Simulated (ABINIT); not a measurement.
The system is BaZrO3.

```
CELL_PARAMETERS angstrom
4.19134 0.00000 0.00000
0.00000 4.19134 0.00000
0.00000 0.00000 4.19134
ATOMIC_POSITIONS crystal
Ba 0.00000 0.00000 0.00000
Zr 0.50000 0.50000 0.50000
O 0.50000 0.50000 0.00000
O 0.50000 0.00000 0.50000
O 0.00000 0.50000 0.50000
```

Base run:

* Program: ABINIT 10.8.3 (patched build)
* Functional: PW91
* Potentials or basis: JTH PAW PBE v2.0
* Cutoff: 626 eV
* k mesh: 6 × 6 × 6
* Occupations: fermi-dirac, width 0.05 eV
* Spin: no spin polarisation

Its results: band gap on the k mesh 3.20 eV, indirect (least direct gap 3.42 eV); pressure 3.9 GPa.

Task: After a change of settings the same cell gave: band gap on the k mesh 3.19 eV, indirect (least direct gap 3.41 eV); pressure 4.4 GPa. Which change was it?
A. functional from PW91 to LDA-PZ; potentials or basis from JTH PAW PBE v2.0 to JTH PAW LDA v2.0
B. functional from PW91 to rPW86PBE
C. functional from PW91 to RPBE
D. functional from PW91 to PBE; k mesh from 6 × 6 × 6 to 4 × 4 × 4

Result: D.

Caveats: this set's barium file shifts pressures by 1.5 GPa and gaps by 0.1 eV against other sets; spin-orbit coupling is left out, which moves the levels of the heavy elements; the PAW data sets were made with another functional, which shifts forces and pressure a little (some runs).
